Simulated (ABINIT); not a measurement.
The system is W.

```xyz
1
Lattice="-1.5823 1.5823 1.5823 1.5823 -1.5823 1.5823 1.5823 1.5823 -1.5823" Properties=species:S:1:pos:R:3 pbc="T T T"
W     0.0000    0.0000    0.0000
```

Base run:

```yaml
Program: ABINIT 10.8.3 (patched build)
Functional: r2SCAN
Potentials_or_basis: JTH PAW PBE v2.0
Cutoff: 517 eV
k_mesh: 12 × 12 × 12
Occupations: fermi-dirac, width 0.05 eV
Spin: no spin polarisation
```

Its results: band gap on the k mesh none (metal or under the smearing width); pressure 2.6 GPa.

Question: After a change of settings the same cell gave: band gap on the k mesh none (metal or under the smearing width); pressure -4.2 GPa. Which change was it?
A. functional from r2SCAN to LDA
B. functional from r2SCAN to WC
C. functional from r2SCAN to AM05
D. functional from r2SCAN to PW91

Answer: C.

Caveats: the PAW data sets were made with another functional, which shifts forces and pressure a little; spin-orbit coupling is left out, which moves the levels of the heavy elements.

Runs at the PBE level aren't shown here.
